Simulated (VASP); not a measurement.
A run of VASP 6.6.1:

INCAR

```
PREC = Accurate
ENCUT = 520
EDIFF = 1E-7
ISMEAR = 0
SIGMA = 0.01
LREAL = Auto
LASPH = True
NELM = 100
ALGO = Fast
ISIF = 2
LWAVE = False
LCHARG = False
GGA = PE
NBANDS = 86
NELECT = 128.0
```

Contents of KPOINTS:

```
Automatic mesh
0
Gamma
  2 2 2
  0.5 0.5 0.5
```

File POSCAR:

```
Al16P16H
1.0
   -5.5073398905     -5.5073398905      5.5073398905
    5.5073398905      5.5073398905      5.5073398905
   -5.5073398905      5.5073398905     -5.5073398905
Al P H
16 16 1
Direct
    0.7464835738      0.5000000000      0.7464835738
    0.0000000000      0.5000000000      0.5005411112
    0.7500000000      0.7500000000      0.5000000000
    0.2535164262      0.5000000000      0.2535164262
    0.0000000000      0.7535164262      0.2535164262
    0.7500000000      0.0000000000      0.2500000000
    0.5005411112      0.5000000000      0.0000000000
    0.2535164262      0.7535164262      0.0000000000
    0.0000000000      0.0005411112      0.0000000000
    0.7464835738      0.2464835738      0.0000000000
    0.5000000000      0.7500000000      0.7500000000
    0.2500000000      0.0000000000      0.7500000000
    0.0000000000      0.2464835738      0.7464835738
    0.4994588888     -0.0005411112      0.4994588888
    0.2500000000      0.2500000000      0.5000000000
    0.5000000000      0.2500000000      0.2500000000
    0.0000000000      0.7442709544      0.0000000000
    0.2500797053      0.7500797053      0.7484228644
    0.0000000000     -0.0016568409      0.7499202947
    0.5016568409      0.7515771356      0.5016568409
    0.2515771356      0.0016568409      0.5016568409
    0.0000000000      0.2499202947      0.4983431591
    0.7484228644      0.7500797053      0.2500797053
    0.5016568409      0.0016568409      0.2515771356
    0.2500797053      0.2484228644      0.2500797053
    0.0000000000      0.5000000000      0.2442709544
    0.7499202947     -0.0016568409      0.0000000000
    0.4983431591      0.2499202947      0.0000000000
    0.2442709544      0.5000000000      0.0000000000
    0.7557290456      0.2557290456      0.7557290456
    0.4983431591      0.5000000000      0.7499202947
    0.7499202947      0.5000000000      0.4983431591
    0.0000000000      0.5000000000      0.0000000000
```

Potentials or basis: VASP PAW PBE potentials, release 64 (Al, P, H).

Launch:

```bash
$ cat potpaw_PBE.64/Al/POTCAR potpaw_PBE.64/P/POTCAR potpaw_PBE.64/H/POTCAR > POTCAR
$ mpirun -np 1 vasp_std > vasp.out
```

Hardware: 1 thread of Intel(R) Xeon(R) Platinum 8488C (Sapphire Rapids), with other jobs on the host.

Q: How long does it take, and how much memory?

A: It took 5.2 min on 1 thread of Intel(R) Xeon(R) Platinum 8488C (Sapphire Rapids), with other jobs on the host, peak memory 0.77 GiB. Counts: scf iterations 19, k points 2.
